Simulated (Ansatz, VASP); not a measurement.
# Si in VASP and in Ansatz

```
Si
1.0
    -1.63409    1.63320    1.34374
     1.63409   -1.60680    1.31120
     1.63409    1.60680   -1.31120
Si
1
Direct
  0.00000 0.00000 0.00000
```

Alike in both runs: task single point; functional PBE; k mesh 18 × 18 × 18; occupations gaussian, width 0.1 eV; no spin polarisation.

|  | VASP | Ansatz |
| --- | --- | --- |
| version | VASP 6.6.1 | Ansatz 0.2.0 |
| potentials or method | VASP PAW PBE potentials, release 64 (Si) | scalar-relativistic, plane waves, PAW |
| plane-wave cutoff (eV) | 520 | 420 |
| valence electrons in the cell | 4 | 4 |

Ansatz gave:

| Item | Value |
| --- | --- |
| gap on the k mesh at the Fermi level (eV) | none |
| pressure (GPa) | 3.0 |
| largest component of the traceless stress (GPa) | 0.72 |

**Question.** Which values does VASP return?

**Answer.** gap on the k mesh at the Fermi level (eV): none; pressure (GPa): 3.0; largest component of the traceless stress (GPa): 0.74.

A gap of «none» marks a metal or a gap that the smearing closes. The functional is the same, so the differences come from potentials, cutoffs and numerics.
